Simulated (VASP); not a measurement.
Write the native input for VASP 6.6.1 that does the following.

```yaml
Task: relaxation of the atoms
Functional: PBEsol
Potentials_or_basis: VASP PAW PBE potentials, release 64 (Al, N)
Cutoff: 450 eV
k_mesh: 3 × 3 × 2
Occupations: gaussian, width 0.03 eV
Spin: collinear spin, ferromagnetic start
Starting_moments: "[0.5, 0.0, 0.0, 0.0, 0.0, 0.0, 0.0, 0.0, 0.5, 0.0, 0.5, 0.0, 0.5, 0.0, 0.0, 0.0, 0.0, 0.0, 0.0, 0.0, 0.0, 0.0, 0.0, 0.0, 0.0, 0.0, 0.0, 0.0, 0.0, 0.0, 0.0] μB"
Fixed_moment: 2 μB
Dq: 1
Further_INCAR_settings: LREAL = Auto; ALGO = Normal; EDIFF = 1e-05; ISYM = 0; IBRION = 2; EDIFFG = -0.03; NSW = 60; NELECT = 122.0
```

The structure of Al16N15 (a cell with a defect) lies in POSCAR:

```
Al16N15
1.0
    6.2200008610      0.0000000000      0.0000000000
   -3.1100004305      5.3866787572      0.0000000000
    0.0000000000      0.0000000000      9.9600000000
Al N
16 15
Direct
    0.3309450000      0.1618740000      0.0012470000
    0.3231140000      0.1645240000      0.4962280000
    0.3365160000      0.6661690000      0.0011630000
    0.3360130000      0.6706950000      0.5020700000
    0.8386910000      0.1699240000     -0.0020740000
    0.8311870000      0.1679190000      0.4961590000
    0.8323080000      0.6701150000      0.0043760000
    0.8363720000      0.6709200000      0.4968340000
    0.1671590000      0.3382540000      0.2532190000
    0.1648710000      0.3319580000      0.7501170000
    0.1577410000      0.8318990000      0.2491030000
    0.1711500000      0.8374820000      0.7476610000
    0.6667080000      0.3328680000      0.2468990000
    0.6645700000      0.3396670000      0.7542280000
    0.6704620000      0.8369600000      0.2491750000
    0.6599010000      0.8285220000      0.7476920000
    0.3394710000      0.1738950000      0.6927020000
    0.3337840000      0.6729640000      0.1953530000
    0.3301960000      0.6619680000      0.6919070000
    0.8332080000      0.1716500000      0.1943820000
    0.8344050000      0.1623050000      0.6948280000
    0.8293640000      0.6631290000      0.1893900000
    0.8318260000      0.6658640000      0.6864800000
    0.1793020000      0.3349200000      0.4394440000
    0.1548140000      0.3283010000      0.9440550000
    0.1631040000      0.8329210000      0.4413100000
    0.1554370000      0.8262260000      0.9429630000
    0.6722560000      0.3387520000      0.4399690000
    0.6712650000      0.3287850000      0.9359120000
    0.6605070000      0.8340230000      0.4450260000
    0.6672720000      0.8421370000      0.9390960000
```

The cell isn't the ideal one: atoms moved at random, drawn with an rms of 0.05 Å.

These files were run (other wordings do the same):

INCAR

```
SYSTEM = Al16N15
PREC = Accurate
ENCUT = 450
EDIFF = 1E-5
ISMEAR = 0
SIGMA = 0.03
LREAL = Auto
LASPH = .TRUE.
NELM = 120
ALGO = Normal
ISIF = 2
LWAVE = .FALSE.
LCHARG = .FALSE.
ISPIN = 2
MAGMOM = 0.5 0 0 0 0 0 0 0 0.5 0 0.5 0 0.5 0 0 0 0 0 0 0 0 0 0 0 0 0 0 0 0 0 0
LORBIT = 11
NUPDOWN = 2
GGA = PS
IBRION = 2
NSW = 60
EDIFFG = -0.03
NELECT = 122.0
ISYM = 0
KPAR = 4
```

KPOINTS

```
Automatic mesh
0
G
  3 3 2
  0 0 0
```

Potentials or basis: VASP PAW PBE potentials, release 64 (Al, N).

Run with:

```console
$ cat potpaw_PBE.64/Al/POTCAR potpaw_PBE.64/N/POTCAR > POTCAR
$ mpirun -np 4 vasp_std > vasp.out
```

Results of the run:

* Energy gained by relaxing: 33.0 meV/atom
* Ionic steps: 16
* Largest force after relaxing: 0.023 eV/Å
* Net moment: 2.00 μB per cell
* Site moments: Al +0.02, +0.00, -0.00, +0.09; N -0.00, +0.04, +0.01, +0.03, +0.00 μB
* Valence electrons inside the program's atomic spheres: Al 0.80, 0.81; N 3.83, 3.84, 3.82

Caveat: the k mesh is coarse (spacing up to 0.39 Å⁻¹), so the values aren't converged; the PAW data sets were made with another functional, which shifts forces and pressure a little; the total moment is fixed, so each spin has its own Fermi level.

It took 21 min on 4 MPI ranks on AMD EPYC 9R14 (Zen 4), on a shared host, peak memory 0.69 GiB a rank.
